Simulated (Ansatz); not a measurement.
Bulk crystal (AlAs) after relaxation:

```xyz
2
Lattice="0.0000 2.8640 2.8640 2.8640 0.0000 2.8640 2.8640 2.8640 0.0000" Properties=species:S:1:pos:R:3 pbc="T T T"
Al    0.0000    0.0000    0.0000
As    1.4320    1.4320    1.4320
```

Miller indices refer to the conventional cell of F-43m (No. 216), a = 5.728 Å, b = 5.728 Å, c = 5.728 Å, α = 90.00°, β = 90.00°, γ = 90.00°. The bulk's gap is 1.50 eV.

The (110) slab of 6 planes, 10.1 Å thick with 15 Å of vacuum as cut; outer planes AlAs (top) and AlAs (bottom).

All numbers below come from DFT PBE, scalar-relativistic, plane waves, PAW (Ansatz). Settings: cutoff 420 eV, Γ-centred mesh 7×5×1 on the computed 12-atom cell, Gaussian smearing of 0.05 eV; no spin polarisation. The cell repeats along c with a dipole correction in the vacuum.

Results for the relaxed slab:

| Quantity | Value |
| --- | --- |
| Surface energy (mean of both faces) | 0.71 J/m² |
| Gap of the slab on the mesh | 1.08 eV |
| Bulk valence band top under the vacuum level | 5.34 eV |
| Bulk conduction band bottom under the vacuum level | 3.84 eV |

Relaxation lowers the energy by 0.495 J/m² a face; the largest move is 0.609 Å.

| plane (bottom to top) | atoms | spacing to next, bulk (Å) | relaxed (Å) | change (%) | rumpling (Å) |
| --- | --- | --- | --- | --- | --- |
| 1 | AlAs | 2.025 | 1.851 | -8.6 | 0.735 |
| 2 | AlAs | 2.025 | 2.062 | +1.8 | 0.135 |
| 3 | AlAs | 2.025 | 2.030 | +0.2 | 0.085 |
| 4 | AlAs | 2.025 | 2.062 | +1.8 | 0.085 |
| 5 | AlAs | 2.025 | 1.851 | -8.6 | 0.135 |
| 6 | AlAs |  |  |  | 0.735 |

An odd mesh misses points on the zone edge, so a gap read on it can be too wide. Gaps are read on the k points sampled, so a band crossing between them can be missed.